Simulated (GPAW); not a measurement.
BAs:

```xyz
2
Lattice="0.0000 2.3885 2.3885 2.3885 0.0000 2.3885 2.3885 2.3885 0.0000" Properties=species:S:1:pos:R:3 pbc="T T T"
As    3.5827    3.5827    3.5827
B     0.0000    0.0000    0.0000
```

Base run:

| Quantity | Value |
| --- | --- |
| Program | GPAW 26.7.0 |
| Functional | SOGGA |
| Potentials or basis | PAW data sets generated in the run's folder for this functional |
| Cutoff | 800 eV |
| Basis | pw |
| k mesh | 8 × 8 × 8 |
| Occupations | fermi-dirac, width 0.05 eV |
| Spin | spin-orbit coupling, no magnetisation |

Its results: band gap on the k mesh 1.03 eV, indirect (least direct gap 3.04 eV); pressure -0.5 GPa.

**Question.** The run is repeated on the same cell with these changes: functional from SOGGA to PBE; spin from spin-orbit coupling, no magnetisation to no spin polarisation. What comes out?

**Answer.** Band gap on the k mesh 1.20 eV, indirect (least direct gap 3.29 eV); pressure 3.3 GPa.

Several settings changed at once, so the effect can't be laid on one alone.

Caveats: spin-orbit coupling was added after a scalar SCF, so levels and gaps hold it while energy, forces, pressure and moments don't (some runs); this program's spin-orbit splittings come out too wide for heavy elements (some runs).
